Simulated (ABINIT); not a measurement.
# BN (Qingsongite): a self-consistent loop beyond G0W0, cycle by cycle

How far does self-consistency move the gap of BN (Qingsongite)?

Calculated with ABINIT 10.8.3; PBE and many-body steps on it, plane waves.

### 1. The structure

It takes space group F-43m (No. 216, cubic). The conventional cell has a = 3.615 Å, b = 3.615 Å, c = 3.615 Å, α = 90.00°, β = 90.00°, γ = 90.00°. B has 4 N at 1.57 Å nearest. Nearest to N lie 4 B at 1.57 Å. Farther neighbours and most contacts between anions are not listed.

The cell and positions come from the Crystallography Open Database and are kept as given unless a step says otherwise.

### 2. Empty states on the mesh, 6×6×6 mesh, 99 bands

This step: ABINIT 10.8.3; DFT, PBE, plane waves, norm-conserving pseudopotentials.

The sums over transitions need many empty states on a uniform mesh; this step solves for them.

run.abi

```
acell 3*1.0 Angstrom
rprim 
  -0.000000000000 1.807500000000 1.807500000000
  1.807500000000 0.000000000000 1.807500000000
  1.807500000000 1.807500000000 -0.000000000000
ntypat 2
znucl 5 7
natom 2
typat 1 2
xred 
  0.000000000000 0.000000000000 0.000000000000
  0.250000000000 0.250000000000 0.250000000000
pp_dirpath "pseudos"
pseudos "B.upf, N.upf"
ecut 36
ngkpt 6 6 6
nshiftk 1
shiftk 0 0 0
kptopt 1
chksymbreak 0
irdden 1
istwfk *1
nband 99
prtvol 0
optdriver 6
gwr_task "HDIAGO"
paral_kgb 0
occopt 1
indata_prefix "in"
outdata_prefix "out"
tmpdata_prefix "tmp"
```

Run with:

```sh
$ OMP_NUM_THREADS=1 mpirun -n 4 abinit run.abi > log
```

The program printed:

```text
.Version 10.8.3 of ABINIT. v10.8.2 released Aug 2026.

 Symmetries : space group F-4 3 m (#216); Bravais cF (face-center cubic)
[... echo of the input left out ...]
== DATASET  1 ==================================================================
-   mpi_nproc: 4, omp_nthreads: 1 (-1 if OMP is not activated)

--- !DatasetInfo
iteration_state: {dtset: 1, }
dimensions: {natom: 2, nkpt: 16, mband: 99, nsppol: 1, nspinor: 1, nspden: 1, mpw: 869, }
cutoff_energies: {ecut:  36.0, pawecutdg:  -1.0, }
[...]
Indirect band gap semiconductor
 Fundamental gap:     4.535 (eV)
   VBM:     8.220 (eV) at k: [ 0.0000E+00,  0.0000E+00,  0.0000E+00]
   CBM:    12.755 (eV) at k: [ 5.0000E-01,  5.0000E-01,  0.0000E+00]
 Direct gap:         8.878 (eV) at k: [ 0.0000E+00,  0.0000E+00,  0.0000E+00]

== END DATASET(S) ==============================================================
================================================================================

 -outvars: echo values of variables after computation  --------
           etotal      0.0000000000E+00
            nband          99
             nkpt          16
          spgroup         216
 [... the other variables as echoed above ...]

 Calculation completed.
```

Wall time 3.1 s (4 MPI ranks of Intel Xeon 6975P-C (Granite Rapids), shared host); peak memory 0.34 GiB; 11 s of CPU time.

Numbers from this step:

```
gap                                                           : 4.535 eV
k of the valence top                                          : 0, 0, 0
k of the conduction bottom                                    : 0.5, 0.5, 0
least direct gap                                              : 8.878 eV
k points computed                                             : 16
lowest point of the top converged band, above the valence top : 192.0699 eV
```

On this mesh the gap is 4.535 eV.

The density comes from a self-consistent run that is not shown.

### 3. Screening, 6×6×6 mesh, 91 bands, screening to 261.2 eV

The RPA dielectric matrix is built and inverted for each q.

This step: RPA screening on PBE, plane waves, norm-conserving pseudopotentials.

run.abi: that of step 2 with these lines changed.

```diff
@@ -20,10 +20,11 @@
 chksymbreak 0
-irdden 1
 istwfk *1
-nband 99
-prtvol 0
-optdriver 6
-gwr_task "HDIAGO"
-paral_kgb 0
 occopt 1
+irdwfk 1
+optdriver 3
+nband 91
+ecuteps 9.6
+inclvkb 2
+awtr 1
+symchi 1
 indata_prefix "in"
```

The program printed:

```text
.Version 10.8.3 of ABINIT. v10.8.2 released Aug 2026.

 Symmetries : space group F-4 3 m (#216); Bravais cF (face-center cubic)
[... echo of the input left out ...]
== DATASET  1 ==================================================================
-   mpi_nproc: 4, omp_nthreads: 1 (-1 if OMP is not activated)

--- !DatasetInfo
iteration_state: {dtset: 1, }
dimensions: {natom: 2, nkpt: 16, mband: 91, nsppol: 1, nspinor: 1, nspden: 1, mpw: 869, }
cutoff_energies: {ecut:  36.0, pawecutdg:  -1.0, }
electrons: {nelect:   8.00000000E+00, charge:   0.00000000E+00, occopt:   1.00000000E+00, tsmear:   1.00000000E-02, }

 SCREENING: Calculation of the susceptibility and dielectric matrices

 Based on a program developped by R.W. Godby, V. Olevano, G. Onida, and L. Reining.
 Incorporated in ABINIT by V. Olevano, G.-M. Rignanese, and M. Torrent.
.Using double precision arithmetic ; gwpc =  8

[... cell and pseudopotentials left out ...]
--------------------------------------------------------------------------------

 ==== K-mesh for the wavefunctions ====
 Number of points in the irreducible wedge :    16
[... list of points left out ...]
 Together with 24 symmetry operations and time-reversal symmetry
 yields   216 points in the full Brillouin Zone.

 ==== Q-mesh for the screening function ====
 Number of points in the irreducible wedge :    16
[... list of points left out ...]
 Together with 24 symmetry operations and time-reversal symmetry
 yields   216 points in the full Brillouin Zone.

 setmesh: FFT mesh size selected  =    20x   20x   20
          total number of points  =         8000

 vcoul_init : cutoff-mode = AUXILIARY_FUNCTION
 q-points for optical limit:   1
     1)      0.000010    0.000020    0.000030

- screening: taking advantage of time-reversal symmetry
- Maximum band index for partially occupied states nbvw = 4
- Remaining bands to be divided among processors   nbcw = 87
- Number of bands treated by each node ~21

 Number of electrons calculated from density =    8.0000; Expected =    8.0000
 average of density, n =  0.100376
 r_s =    1.3348
 omega_plasma =   30.5612 [eV]

 calculating chi0 at frequencies [eV] :
  1    0.000000E+00    0.000000E+00
  2    0.000000E+00    3.056116E+01

--------------------------------------------------------------------------------
  q-point number  1        q = ( 0.000000, 0.000000, 0.000000) [r.l.u.]
--------------------------------------------------------------------------------
[... chi0 elements left out ...]
 For q-point:  0.000010 0.000020 0.000030
  dielectric constant =   4.3902
  dielectric constant without local fields =   4.7430

  Average fulfillment of the sum rule on Im[epsilon] for q-point    1 :     92.40  [%]
[... wings left out ...]
  q-point number  2        q = ( 0.166667, 0.000000, 0.000000) [r.l.u.]
--------------------------------------------------------------------------------
[... chi0 elements left out ...]
  Average fulfillment of the sum rule on Im[epsilon] for q-point    2 :     98.59  [%]

 [... 14 further q-points ...]
```

Elapsed: 8.8 s, on 4 MPI ranks; peak memory 0.53 GiB.

Numbers from this step:

```
ε∞ with local fields, on this mesh, along the program's q direction : 4.390
the same without local fields                                       : 4.743
plasma frequency                                                    : 30.56 eV
plane waves in the screening matrix                                 : 113
```

Local fields lower ε∞ by 7 %. On a Γ-centred mesh this coarse the value itself is usually too large, while a short band sum pulls it down.

### 4. G0W0

The self-energy is evaluated for the states that the input lists, and the levels follow from it, in one-shot runs by the linearised quasiparticle equation.

This step: G0W0 on PBE, plane waves, norm-conserving pseudopotentials.

run.abi: that of step 3 with these lines changed.

```diff
@@ -23,8 +23,17 @@
 irdwfk 1
-optdriver 3
+optdriver 4
 nband 91
+gwcalctyp 0
+ecutsigx 36
+symsigma 1
+nkptgw 2
+kptgw 
+  0.0000000000 0.0000000000 0.0000000000
+  0.5000000000 0.5000000000 0.0000000000
+bdgw 
+  2 7
+  3 6
 ecuteps 9.6
-inclvkb 2
-awtr 1
-symchi 1
+irdscr 1
+ppmodel 1
 indata_prefix "in"
```

The program printed:

```text
.Version 10.8.3 of ABINIT. v10.8.2 released Aug 2026.

 Symmetries : space group F-4 3 m (#216); Bravais cF (face-center cubic)
[... echo of the input left out ...]
== DATASET  1 ==================================================================
-   mpi_nproc: 4, omp_nthreads: 1 (-1 if OMP is not activated)

--- !DatasetInfo
iteration_state: {dtset: 1, }
dimensions: {natom: 2, nkpt: 16, mband: 91, nsppol: 1, nspinor: 1, nspden: 1, mpw: 869, }
cutoff_energies: {ecut:  36.0, pawecutdg:  -1.0, }
electrons: {nelect:   8.00000000E+00, charge:   0.00000000E+00, occopt:   1.00000000E+00, tsmear:   1.00000000E-02, }

 SIGMA: Calculation of the GW corrections

 Based on a program developped by R.W. Godby, V. Olevano, G. Onida, and L. Reining.
 Incorporated in ABINIT by V. Olevano, G.-M. Rignanese, and M. Torrent.
.Using double precision arithmetic ; gwpc =  8

[... cell and pseudopotentials left out ...]
--------------------------------------------------------------------------------

 ==== K-mesh for the wavefunctions ====
 Number of points in the irreducible wedge :    16
[... list of points left out ...]
 Together with 24 symmetry operations and time-reversal symmetry
 yields   216 points in the full Brillouin Zone.

 ==== Q-mesh for screening function ====
 Number of points in the irreducible wedge :    16
[... list of points left out ...]
 Together with 24 symmetry operations and time-reversal symmetry
 yields   216 points in the full Brillouin Zone.

 vcoul_init : cutoff-mode = AUXILIARY_FUNCTION
 q-points for optical limit:   1
     1)      0.000010    0.000020    0.000030
 setmesh: FFT mesh size selected  =    25x   25x   25
          total number of points  =        15625

 Number of electrons calculated from density =    8.0000; Expected =    8.0000
 average of density, n =  0.100376
 r_s =    1.3348
 omega_plasma =   30.5612 [eV]

 === KS Band Gaps ===
  >>>> For spin  1
   Minimum direct gap =   8.8782 [eV], located at k-point      :   0.0000  0.0000  0.0000
   Fundamental gap    =   4.5349 [eV], Top of valence bands at :   0.0000  0.0000  0.0000
                                       Bottom of conduction at :   0.5000  0.5000  0.0000
 SIGMA fundamental parameters:
 PLASMON POLE MODEL  1
 number of plane-waves for SigmaX                  869
 number of plane-waves for SigmaC and W            113
 number of plane-waves for wavefunctions           869
 number of bands                                    91
 number of independent spin polarizations            1
 number of spinorial components                      1
 number of k-points in IBZ                          16
 number of q-points in IBZ                          16
 number of symmetry operations                      24
 number of k-points in BZ                          216
 number of q-points in BZ                          216
 number of frequencies for dSigma/dE                 9
 frequency step for dSigma/dE [eV]                0.25
 number of omega for Sigma on real axis              0
 max omega for Sigma on real axis  [eV]           0.00
 zcut for avoiding poles [eV]                     0.10

 EPSILON^-1 parameters (SCR file):
 dimension of the eps^-1 matrix on file            113
 dimension of the eps^-1 matrix used               113
 number of plane-waves for wavefunctions           869
 number of bands                                    91
 number of q-points in IBZ                          16
 number of frequencies                               2
 number of real frequencies                          1
 number of imag frequencies                          1

 matrix elements of self-energy operator (all in [eV])

 Perturbative Calculation

--- !SelfEnergy_ee
iteration_state: {dtset: 1, }
kpoint     : [   0.000,    0.000,    0.000, ]
spin       : 1
KS_gap     :    8.878
QP_gap     :   10.948
Delta_QP_KS:    2.070
data: !SigmaeeData |
     Band     E0 <VxcDFT>   SigX SigC(E0)      Z dSigC/dE  Sig(E)    E-E0       E
        2   8.220 -18.521 -22.105   2.464   0.827  -0.210 -19.447  -0.926   7.294
        3   8.220 -18.521 -22.105   2.464   0.827  -0.210 -19.447  -0.926   7.294
        4   8.220 -18.521 -22.105   2.464   0.827  -0.210 -19.447  -0.926   7.294
        5  17.099 -13.778  -7.120  -5.298   0.842  -0.188 -12.633   1.144  18.243
        6  17.099 -13.778  -7.120  -5.298   0.842  -0.188 -12.633   1.144  18.243
        7  17.099 -13.778  -7.120  -5.298   0.842  -0.188 -12.633   1.144  18.243

--- !SelfEnergy_ee
iteration_state: {dtset: 1, }
kpoint     : [   0.500,    0.500,    0.000, ]
spin       : 1
KS_gap     :    9.442
QP_gap     :   11.406
Delta_QP_KS:    1.964
data: !SigmaeeData |
     Band     E0 <VxcDFT>   SigX SigC(E0)      Z dSigC/dE  Sig(E)    E-E0       E
        3   3.313 -16.496 -21.664   3.469   0.817  -0.225 -17.883  -1.387   1.926
        4   3.313 -16.496 -21.664   3.469   0.817  -0.225 -17.883  -1.387   1.926
        5  12.755 -12.569  -7.356  -4.537   0.854  -0.172 -11.992   0.577  13.332
        6  17.562 -12.695  -6.758  -5.119   0.850  -0.176 -11.999   0.696  18.258

== END DATASET(S) ==============================================================
================================================================================

 -outvars: echo values of variables after computation  --------
           etotal      0.0000000000E+00
            nband          91
             nkpt          16
          spgroup         216
 [... the other variables as echoed above ...]

 Calculation completed.
```

The job ended after 3.6 s (4 MPI ranks; peak memory 0.54 GiB).

Numbers from this step:

* G0W0 gap on the points computed: 6.038 eV
* starting gap on the mesh: 4.535 eV
* k of the valence top: 0, 0, 0
* k of the conduction bottom: 0.5, 0.5, 0
* Z at the valence top: 0.827
* Z at the conduction bottom: 0.854
* least direct G0W0 gap on the computed points: 10.95 eV

The gap on the mesh goes from 4.53 eV to 6.04 eV, a correction of +1.50 eV.

### 5. evGW0, cycle 1

This step: evGW0 on PBE, plane waves, norm-conserving pseudopotentials.

run.abi: that of step 4 with these lines changed.

```diff
@@ -25,12 +25,40 @@
 nband 91
-gwcalctyp 0
+gwcalctyp 10
 ecutsigx 36
 symsigma 1
-nkptgw 2
+nkptgw 16
 kptgw 
   0.0000000000 0.0000000000 0.0000000000
+  0.1666666667 0.0000000000 0.0000000000
+  0.3333333333 0.0000000000 0.0000000000
+  0.5000000000 0.0000000000 0.0000000000
+  0.1666666667 0.1666666667 0.0000000000
+  0.3333333333 0.1666666667 0.0000000000
+  0.5000000000 0.1666666667 0.0000000000
+  -0.3333333333 0.1666666667 0.0000000000
+  -0.1666666667 0.1666666667 0.0000000000
+  0.3333333333 0.3333333333 0.0000000000
+  0.5000000000 0.3333333333 0.0000000000
+  -0.3333333333 0.3333333333 0.0000000000
   0.5000000000 0.5000000000 0.0000000000
+  0.5000000000 0.3333333333 0.1666666667
+  -0.3333333333 0.3333333333 0.1666666667
+  -0.3333333333 0.5000000000 0.1666666667
 bdgw 
-  2 7
-  3 6
+  1 8
+  1 8
+  1 8
+  1 8
+  1 8
+  1 8
+  1 8
+  1 8
+  1 8
+  1 8
+  1 8
+  1 8
+  1 8
+  1 8
+  1 8
+  1 8
 ecuteps 9.6
```

The program printed:

```text
.Version 10.8.3 of ABINIT. v10.8.2 released Aug 2026.

 Symmetries : space group F-4 3 m (#216); Bravais cF (face-center cubic)
[... echo of the input left out ...]
== DATASET  1 ==================================================================
-   mpi_nproc: 4, omp_nthreads: 1 (-1 if OMP is not activated)

--- !DatasetInfo
iteration_state: {dtset: 1, }
dimensions: {natom: 2, nkpt: 16, mband: 91, nsppol: 1, nspinor: 1, nspden: 1, mpw: 869, }
cutoff_energies: {ecut:  36.0, pawecutdg:  -1.0, }
electrons: {nelect:   8.00000000E+00, charge:   0.00000000E+00, occopt:   1.00000000E+00, tsmear:   1.00000000E-02, }

 SIGMA: Calculation of the GW corrections

 Based on a program developped by R.W. Godby, V. Olevano, G. Onida, and L. Reining.
 Incorporated in ABINIT by V. Olevano, G.-M. Rignanese, and M. Torrent.
.Using double precision arithmetic ; gwpc =  8

[... cell and pseudopotentials left out ...]
--------------------------------------------------------------------------------

 ==== K-mesh for the wavefunctions ====
 Number of points in the irreducible wedge :    16
[... list of points left out ...]
 Together with 24 symmetry operations and time-reversal symmetry
 yields   216 points in the full Brillouin Zone.

 ==== Q-mesh for screening function ====
 Number of points in the irreducible wedge :    16
[... list of points left out ...]
 Together with 24 symmetry operations and time-reversal symmetry
 yields   216 points in the full Brillouin Zone.

 vcoul_init : cutoff-mode = AUXILIARY_FUNCTION
 q-points for optical limit:   1
     1)      0.000010    0.000020    0.000030
 setmesh: FFT mesh size selected  =    25x   25x   25
          total number of points  =        15625

 Number of electrons calculated from density =    8.0000; Expected =    8.0000
[...]
QP_gap     :   16.442
Delta_QP_KS:    2.399
data: !SigmaeeData |
     Band     E_DFT   <VxcDFT>   E(N-1)  <Hhartree>   SigX  SigC[E(N-1)]    Z     dSigC/dE  Sig[E(N)]  DeltaE  E(N)_pert E(N)_diago
[...]
--- !SelfEnergy_ee
iteration_state: {dtset: 1, }
kpoint     : [  -0.333,    0.500,    0.167, ]
spin       : 1
KS_gap     :   13.976
QP_gap     :   16.326
Delta_QP_KS:    2.350
data: !SigmaeeData |
     Band     E_DFT   <VxcDFT>   E(N-1)  <Hhartree>   SigX  SigC[E(N-1)]    Z     dSigC/dE  Sig[E(N)]  DeltaE  E(N)_pert E(N)_diago
[...]
7    23.325   -15.251    23.325    38.577    -6.630    -6.908     0.819    -0.221   -13.849     1.403    24.728    25.038
        8    25.034   -15.634    25.034    40.668    -6.645    -7.130     0.806    -0.240   -14.135     1.499    26.533    26.893

 New Fermi energy :        3.772546E-01 Ha ,    1.026562E+01 eV
 New Exchange energy :    -3.386380E+00 Ha ,   -9.214810E+01 eV

 === QP Band Gaps ===
  >>>> For spin  1
   Minimum direct gap =  11.3574 [eV], located at k-point      :   0.0000  0.0000  0.0000
   Fundamental gap    =   6.3307 [eV], Top of valence bands at :   0.0000  0.0000  0.0000
                                       Bottom of conduction at :   0.5000  0.5000  0.0000

 writing QP data on file : out_QPS

 Convergence of QP corrections
 >>>>> For spin  1 <<<<<
.  kptgw no:  1; Maximum DeltaE = (  -1.974   0.016) for band index:  1
.  kptgw no:  2; Maximum DeltaE = (  -1.975   0.024) for band index:  1
.  kptgw no:  3; Maximum DeltaE = (  -1.956   0.030) for band index:  1
[...]
.  kptgw no: 15; Maximum DeltaE = (  -1.922   0.003) for band index:  1
.  kptgw no: 16; Maximum DeltaE = (  -1.899   0.004) for band index:  1

== END DATASET(S) ==============================================================
================================================================================

 -outvars: echo values of variables after computation  --------
           etotal      0.0000000000E+00
            nband          91
             nkpt          16
          spgroup         216
 [... the other variables as echoed above ...]

 Calculation completed.
```

Elapsed: 98 s, on 4 MPI ranks; peak memory 0.61 GiB; 6.5 min of CPU time.

This step gave:

```yaml
quasiparticle_gap_on_the_mesh: 6.331 eV
gap_of_the_density_functional_on_the_mesh: 4.535 eV
k_of_the_valence_top: 0, 0, 0
k_of_the_conduction_bottom: 0.5, 0.5, 0
z_at_the_valence_top: 0.827
z_at_the_conduction_bottom: 0.854
least_direct_quasiparticle_gap_on_the_computed_points: 11.36 eV
```

Against G0W0 in ABINIT (6×6×6 mesh, 91 bands, screening to 261.2 eV, Godby-Needs plasmon pole), the gap moves by +0.293 eV. This first cycle still uses the starting levels; it takes the full correction, at all points of the mesh, and its linearised value is 6.038 eV.

### 6. evGW0, cycle 2

The corrected levels of the last cycle go back in.

run.abi: that of step 5 with these lines changed.

```diff
@@ -66,2 +66,3 @@
 ppmodel 1
+irdqps 1
 indata_prefix "in"
```

The program printed:

```text
.Version 10.8.3 of ABINIT. v10.8.2 released Aug 2026.

 Symmetries : space group F-4 3 m (#216); Bravais cF (face-center cubic)
[... echo of the input left out ...]
== DATASET  1 ==================================================================
-   mpi_nproc: 4, omp_nthreads: 1 (-1 if OMP is not activated)

--- !DatasetInfo
iteration_state: {dtset: 1, }
dimensions: {natom: 2, nkpt: 16, mband: 91, nsppol: 1, nspinor: 1, nspden: 1, mpw: 869, }
cutoff_energies: {ecut:  36.0, pawecutdg:  -1.0, }
[...]
.  kptgw no:  3; Maximum DeltaE = (   0.136   0.027) for band index:  1
[...]
.  kptgw no: 15; Maximum DeltaE = (  -0.166  -0.000) for band index:  7
.  kptgw no: 16; Maximum DeltaE = (  -0.152  -0.001) for band index:  8

== END DATASET(S) ==============================================================
================================================================================

 -outvars: echo values of variables after computation  --------
           etotal      0.0000000000E+00
            nband          91
             nkpt          16
          spgroup         216
 [... the other variables as echoed above ...]

 Calculation completed.
```

Run time: 97 s. Hardware: 4 MPI ranks; peak memory 0.61 GiB; 6.5 min of CPU time.

Numbers from this step:

* quasiparticle gap on the mesh: 6.253 eV
* gap of the density functional on the mesh: 4.535 eV
* k of the valence top: 0, 0, 0
* k of the conduction bottom: 0.5, 0.5, 0
* least direct quasiparticle gap on the computed points: 11.22 eV

Against the cycle before, the gap moves by −0.078 eV.

(Part 1 of 3 ends here.)

[Paths, hosts, dates, memory and timing lines, banners, echoed tables and standing remarks are left out of the program output.]

[Logs are printed without paths, hosts, clocks, repeated set-up lines and the standing remarks that a program may print on its own settings, such as how far it seeks lower states.]

[Runs of the session that timed out or met a known fault of the program may be left out.]

[Hosts, paths, dates, database ids (printed as entryN), source tags and the programs' standing remarks are cut or masked in the printed files.]

[G0W0 gaps are taken among the corrected bands and points alone; a level outside them can change the order at an edge.]

[Where Ansatz stands beside ABINIT at settings called matched, ABINIT's density can come from a denser mesh and the files from another edition; pairs whose starting gaps differed by over 0.03 eV were left out, so agreement reads better than it is.]
